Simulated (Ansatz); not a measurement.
# GaCo: an energy map of one atom

Aim: for GaCo, map the energy of atom 2 (Co) over a plane.

Method: DFT PBEsol, scalar-relativistic, plane waves, PAW, in Ansatz 0.2.0.

### 1 The starting structure

Symmetry: Pm-3m, No. 221, cubic system. Conventional cell: a = 2.883 Å, b = 2.883 Å, c = 2.883 Å, α = 90.00°, β = 90.00°, γ = 90.00°. Ga (site symmetry m-3m) is surrounded by 8 Co at 2.50 Å. Co (site symmetry m-3m) has 8 Ga at 2.50 Å in its first shell of neighbours.

Coordinates:

```cif
data_structure
_symmetry_space_group_name_H-M 'P 1'
_symmetry_Int_Tables_number 1
_cell_length_a 2.8831
_cell_length_b 2.8831
_cell_length_c 2.8831
_cell_angle_alpha 90.000
_cell_angle_beta 90.000
_cell_angle_gamma 90.000
_cell_volume 23.97
loop_
_atom_site_label
_atom_site_type_symbol
_atom_site_fract_x
_atom_site_fract_y
_atom_site_fract_z
_atom_site_occupancy
Ga1 Ga 0.50000 0.50000 0.50000 1
Co1 Co 0.00000 0.00000 0.00000 1
```

The cell is taken as given, not relaxed at this level.

### 2 Zero of energy

Reference values: F = -8836.8368 eV; pressure -8.14 GPa; largest force 0.000 eV/Å; gap on the mesh none (metal). It was computed beforehand with the settings of the runs below.

### 3 Setting up an energy map of one atom

Atom 2 (Co) is moved by p along (0.707, 0.707, 0.000) and q along (0.000, 0.000, 1.000) (Å), all else fixed; its images in the other cells move with it. Points alike by symmetry are run once.

### 4 Point p = -0.200, q = -0.200

input.yaml reads:

```yaml
crystal:
  lattice:
    - [2.8831, 0.0, 0.0]
    - [0.0, 2.8831, 0.0]
    - [0.0, 0.0, 2.8831]
  atoms:
    - { symbol: Ga, position: [0.5, 0.5, 0.5] }
    - { symbol: Co, position: [-0.0490518387, -0.0490518387, -0.0693697756] }
basis:
  ecutwfc: 420
kpoints:
  mp_grid: { grid: [16, 16, 16] }
hamiltonian:
  xc: pbesol
scf:
  occupations: { method: gaussian, width: 0.15 }
output:
  forces: true
  stress: true
  eigenvalues: true
```

Launch:

```console
ansatz run input.yaml --threads 1 --pin off --max-ram 2560MiB --backend cpu --events-out ev --progress --plain --runs-dir out
```

### 5 Point p = -0.200, q = 0.000

input.yaml, as its differences from that of step 4:

```diff
@@ -7,3 +7,3 @@
     - { symbol: Ga, position: [0.5, 0.5, 0.5] }
-    - { symbol: Co, position: [-0.0490518387, -0.0490518387, -0.0693697756] }
+    - { symbol: Co, position: [-0.0490518387, -0.0490518387, 0.0] }
 basis:
```

### 6 At p = 0.000, q = -0.200

input.yaml, as its differences from that of step 5:

```diff
@@ -7,3 +7,3 @@
     - { symbol: Ga, position: [0.5, 0.5, 0.5] }
-    - { symbol: Co, position: [-0.0490518387, -0.0490518387, 0.0] }
+    - { symbol: Co, position: [0.0, 0.0, -0.0693697756] }
 basis:
```

### 7 At p = -0.200, q = -0.100

input.yaml, as its differences from that of step 6:

```diff
@@ -7,3 +7,3 @@
     - { symbol: Ga, position: [0.5, 0.5, 0.5] }
-    - { symbol: Co, position: [0.0, 0.0, -0.0693697756] }
+    - { symbol: Co, position: [-0.0490518387, -0.0490518387, -0.0346848878] }
 basis:
```

### 8 Point p = -0.100, q = -0.200

input.yaml, as its differences from that of step 7:

```diff
@@ -7,3 +7,3 @@
     - { symbol: Ga, position: [0.5, 0.5, 0.5] }
-    - { symbol: Co, position: [-0.0490518387, -0.0490518387, -0.0346848878] }
+    - { symbol: Co, position: [-0.0245259194, -0.0245259194, -0.0693697756] }
 basis:
```

### 9 p = -0.100, q = 0.000

input.yaml, as its differences from that of step 8:

```diff
@@ -7,3 +7,3 @@
     - { symbol: Ga, position: [0.5, 0.5, 0.5] }
-    - { symbol: Co, position: [-0.0245259194, -0.0245259194, -0.0693697756] }
+    - { symbol: Co, position: [-0.0245259194, -0.0245259194, 0.0] }
 basis:
```

### 10 At p = 0.000, q = -0.100

input.yaml, as its differences from that of step 9:

```diff
@@ -7,3 +7,3 @@
     - { symbol: Ga, position: [0.5, 0.5, 0.5] }
-    - { symbol: Co, position: [-0.0245259194, -0.0245259194, 0.0] }
+    - { symbol: Co, position: [0.0, 0.0, -0.0346848878] }
 basis:
```

### 11 At p = -0.100, q = -0.100

input.yaml, as its differences from that of step 10:

```diff
@@ -7,3 +7,3 @@
     - { symbol: Ga, position: [0.5, 0.5, 0.5] }
-    - { symbol: Co, position: [0.0, 0.0, -0.0346848878] }
+    - { symbol: Co, position: [-0.0245259194, -0.0245259194, -0.0346848878] }
 basis:
@@ -20 +20,5 @@
   eigenvalues: true
+  write_density: true
+  write_potential: true
+  elf: true
+  volumetric_format: npy
```

(Steps that only read results are left out.)

Before running it: what results should come out? Wanted: highest point; lowest point away from the origin.

**Answer**, as computed:

| quantity | value |
| --- | --- |
| highest point | 0.254 eV/cell at (p, q) = (-0.200, -0.200) |
| lowest point away from the origin | 0.028 eV/cell at (0.000, -0.100) |

The undisturbed cell is the lowest computed point. Read as harmonic, the points at ±0.100 Å give force constants of 5.69 eV/Å² along p and 5.62 eV/Å² along q, so the site is nearly isotropic in this plane. Spin polarisation is off in the runs that give these values; a magnetic solution could lie lower.
